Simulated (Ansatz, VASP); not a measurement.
## MgS: VASP beside Ansatz

INCAR

```
SYSTEM = MgS
PREC = Accurate
ENCUT = 520
EDIFF = 1E-7
ISMEAR = 0
SIGMA = 0.02
LREAL = .FALSE.
LASPH = .TRUE.
NELM = 60
ALGO = Normal
ISIF = 2
LWAVE = .FALSE.
LCHARG = .FALSE.
GGA = PE
NBANDS = 16
```

KPOINTS

```
regular mesh
0
G
  6 6 4
  0 0 0
```

File POSCAR:

```
MgS
1.0
    4.1020409472      0.0000000000      0.0000000000
   -2.0510204736      3.5524716677      0.0000000000
    0.0000000000      0.0000000000      6.1538401649
Mg S
2 2
Direct
    0.6666666700      0.3333333300      0.4724350211
    0.3333333300      0.6666666700      0.9724350211
    0.3333333300      0.6666666700      0.4025639789
    0.6666666700      0.3333333300      0.9025639789
```

Input for Ansatz:

```yaml
crystal:
  lattice:
    - [4.1020409472, 0.0, 0.0]
    - [-2.0510204736, 3.5524716677, 0.0]
    - [0.0, 0.0, 6.1538401649]
  atoms:
    - { symbol: Mg, position: [0.66666667, 0.33333333, 0.4724350211] }
    - { symbol: Mg, position: [0.33333333, 0.66666667, 0.9724350211] }
    - { symbol: S, position: [0.33333333, 0.66666667, 0.4025639789] }
    - { symbol: S, position: [0.66666667, 0.33333333, 0.9025639789] }
basis:
  ecutwfc: 420
kpoints:
  mp_grid: { grid: [6, 6, 4] }
hamiltonian:
  xc: pbe
scf:
  occupations: { method: gaussian, width: 0.02 }
output:
  forces: true
  stress: true
  eigenvalues: true
```

Alike in both runs: task single point; functional PBE; k mesh 6 × 6 × 4; occupations gaussian, width 0.02 eV; no spin polarisation.

|  | VASP | Ansatz |
| --- | --- | --- |
| version | VASP 6.6.1 | Ansatz 0.2.0 |
| potentials or method | VASP PAW PBE potentials, release 64 (Mg, S) | scalar-relativistic, plane waves, PAW |
| plane-wave cutoff (eV) | 520 | 420 |
| valence electrons in the cell | 16 | 32 |

```csv
,VASP,Ansatz,Ansatz less VASP
gap on the k mesh at the Fermi level (eV),2.95,2.95,+0.007
least direct gap on the mesh (eV),2.95,2.95,+0.007
pressure (GPa),1.1,1.2,+0.15
largest component of the traceless stress (GPa),3.08,3.11,+0.026
rms of the force components (eV/Å),0.291,0.290,-0.0012
```

Atom by atom the forces differ by 0.001 eV/Å (rms over components). With one functional, cell and mesh, what is left measures potentials, basis and numerics. The two sets of potentials don't hold the same shells in valence.
